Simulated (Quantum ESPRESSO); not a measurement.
**KCl: single point with PBEsol**

KCl:

```xyz
2
Lattice="3.8392 0.0000 0.0000 0.0000 3.8392 0.0000 0.0000 0.0000 3.8392" Properties=species:S:1:pos:R:3 pbc="T T T"
K     0.0000    0.0000    0.0000
Cl    1.9196    1.9196    1.9196
```

Measurements of this composition are mostly on another form, of space group No. 225.

```yaml
Program: Quantum ESPRESSO 7.5
Task: single point
Functional: PBEsol
Potentials_or_basis: PseudoDojo 0.4.1 SR PBEsol standard
Cutoff: 1007 eV
Density_cutoff: 4027 eV
k_mesh: 14 × 14 × 14
Occupations: fixed
Spin: no spin polarisation
```

```yaml
Band_gap_on_the_k_mesh_mean-field_level: 4.62 eV, indirect (least direct gap 4.83 eV)
```

Levels at points of the mesh, in eV from the valence-band top:
```
              k point  band 4  band 5  band 6  band 7  band 8  band 9  band 10  band 11  band 12  band 13
   (0.00, 0.00, 0.00)  -11.34  -11.34   -0.21   -0.21   -0.21    4.62     6.44     6.44    10.55    10.55
  (0.00, 0.00, -0.50)  -11.31  -11.20   -1.80   -0.22   -0.22    7.51     7.83     8.13     9.90    10.40
 (0.00, -0.50, -0.50)  -11.57  -11.29   -1.22   -1.22    0.00    6.04     7.15     8.84     8.84    11.15
(-0.50, -0.50, -0.50)  -11.51  -11.51   -1.34   -1.34   -1.34    8.61     8.61     8.61     9.80     9.80
```

Run time: 2.3 min on 1 thread of Intel(R) Xeon(R) Platinum 8488C (Sapphire Rapids) (shared host), peak memory 0.15 GiB.

A k mesh can miss the band edges.
